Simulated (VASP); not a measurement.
A run of VASP 6.6.1 is set up as follows.

File INCAR:

```
SYSTEM = MnO2
PREC = Accurate ; ENCUT = 520
EDIFF = 1E-6 ; ISMEAR = -1
SIGMA = 0.05 ; LREAL = .FALSE.
LASPH = .TRUE. ; NELM = 150
ALGO = Fast ; ISIF = 2
LWAVE = .FALSE. ; LCHARG = .TRUE.
ISPIN = 2 ; MAGMOM = 4.5 4.5 0 0 0 0
LORBIT = 11 ; LMAXMIX = 4
GGA = PE ; LELF = .TRUE.
LVHAR = .TRUE. ; NBANDS = 38
```

File KPOINTS:

```
Automatic mesh
0
G
  5 5 8
  0 0 0
```

The input POSCAR:

```
MnO2
1.0
    4.3960000000      0.0000000000      0.0000000000
    0.0000000000      4.3960000000      0.0000000000
    0.0000000000      0.0000000000      2.8710000000
Mn O
2 4
Direct
    0.0000000000      0.0000000000      0.0000000000
    0.5000000000      0.5000000000      0.5000000000
    0.3020000000      0.3020000000      0.0000000000
    0.1980000000      0.8020000000      0.5000000000
    0.6980000000      0.6980000000      0.0000000000
    0.8020000000      0.1980000000      0.5000000000
```

Potentials or basis: VASP PAW PBE potentials, release 64 (Mn_pv, O).

Command:

```sh
$ cat potpaw_PBE.64/Mn_pv/POTCAR potpaw_PBE.64/O/POTCAR > POTCAR
$ mpirun -np 1 vasp_std > vasp.out
```

What does it give for the site moments?

Mn +2.69; O +0.10 μB.

Predict the largest force.

0.450 eV/Å.

What does it give for the net moment?

5.98 μB per cell.

Forces on the atoms (eV/Å):
```
Mn   0.000  0.000  0.000
Mn   0.000  0.000  0.000
O    0.319  0.319  0.000
O   -0.319  0.319  0.000
O   -0.319 -0.319  0.000
O    0.319 -0.319  0.000
```
